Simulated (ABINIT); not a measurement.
Runs of ABINIT 10.8.3 (patched build) on CaO. It takes space group Fm-3m (No. 225, cubic). Conventional cell: a = 4.807 Å, b = 4.807 Å, c = 4.807 Å, α = 90.00°, β = 90.00°, γ = 90.00°. Around Ca (site symmetry m-3m) lie 6 O at 2.40 Å. O (site symmetry m-3m) has 6 Ca at 2.40 Å as nearest neighbours. The cell is a database's computed one.

```csv
task,level,potentials or basis,k mesh,cutoff (eV),fine-grid cutoff,gap on the mesh (eV),pressure (GPa),V0 of scaled cells (Å³/atom),B0 (GPa)
single point,PBEsol,JTH PAW PBE v2.0,13 × 13 × 13,626,1224.51 eV,(a),-2.8,-,-
equation of state,WC,JTH PAW PBE v2.0,10 × 10 × 10,626,1224.51 eV,-,-,(b),116
single point,r2SCAN,JTH PAW PBE v2.0,6 × 6 × 6,762,1360.57 eV,4.20,-1.3,-,-
equation of state,revPBE+D3(BJ),JTH PAW PBE v2.0,10 × 10 × 10,626,1224.51 eV,-,-,13.66,110
equation of state,PW91,JTH PAW PBE v2.0,10 × 10 × 10,626,1224.51 eV,-,-,14.00,107
band structure,HCTH407,JTH PAW PBE v2.0,10 × 10 × 10,626,1224.51 eV,(c),4.3,-,-
```

Alike in all rows: no spin polarisation; cell as given; smearing fermi-dirac 0.05 eV.

Fill in the values left out.

(a) 3.58; (b) 13.53; (c) 4.01.

Caveats: the PAW data sets were made with another functional, which shifts forces and pressure a little; pressures at fixed basis lie under the slope of the energies (some runs); an odd mesh through Γ misses points on the zone boundary, where band edges often lie (some runs).

Runs at the PBE level aren't shown here.
